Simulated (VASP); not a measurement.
Set up this calculation in VASP 6.6.1, as the native input.

* Task: relaxation of cell and atoms
* Functional: r2SCAN
* Potentials or basis: VASP PAW PBE potentials, release 64 (Sn_d)
* Cutoff: 600 eV
* k mesh: 12 × 12 × 12
* Occupations: gaussian, width 0.03 eV
* Spin: no spin polarisation
* Further INCAR settings: ALGO = Normal; EDIFF = 1e-07; IBRION = 2; EDIFFG = -0.005; NSW = 90; ISIF = 3

The structure of Sn lies in POSCAR:

```
Sn                                      
1.0
   -2.9398192519      2.9398192519      1.5948449206
    2.9398192519     -2.9398192519      1.5948449206
    2.9398192519      2.9398192519     -1.5948449206
  Sn            
     2
Direct
     0.0000000000000000    0.0000000000000000    0.0000000000000000
     0.7500000000000000    0.2500000000000000    0.5000000000000000
```

The input as run:

INCAR

```
  PREC = Accurate
  ENCUT = 600
  EDIFF = 1E-7
  ISMEAR = 0
  SIGMA = 0.03
  LREAL = F
  LASPH = T
  NELM = 80
  ALGO = Normal
  ISIF = 3
  LWAVE = F
  LCHARG = F
  METAGGA = R2SCAN
  LMIXTAU = T
  IBRION = 2
  NSW = 90
  EDIFFG = -0.005
```

KPOINTS

```
regular mesh
0
Gamma
  12 12 12
```

Potentials or basis: VASP PAW PBE potentials, release 64 (Sn_d).

Run with:

```console
$ cat potpaw_PBE.64/Sn_d/POTCAR > POTCAR
$ mpirun -np 1 vasp_std > vasp.out
```

Results of the run:

```json
{
 "Pressure after relaxing": "0.0 GPa",
 "Band gap on the k mesh": "none (metal or under the smearing width)"
}
```

Caveat: the relaxation stopped at its first step, so nothing moved; the PAW data sets were made with another functional, which shifts forces and pressure a little.

Wall time 8.9 min on 1 thread of Intel(R) Xeon(R) Platinum 8488C (Sapphire Rapids), with other jobs on the host, peak memory 0.34 GiB.
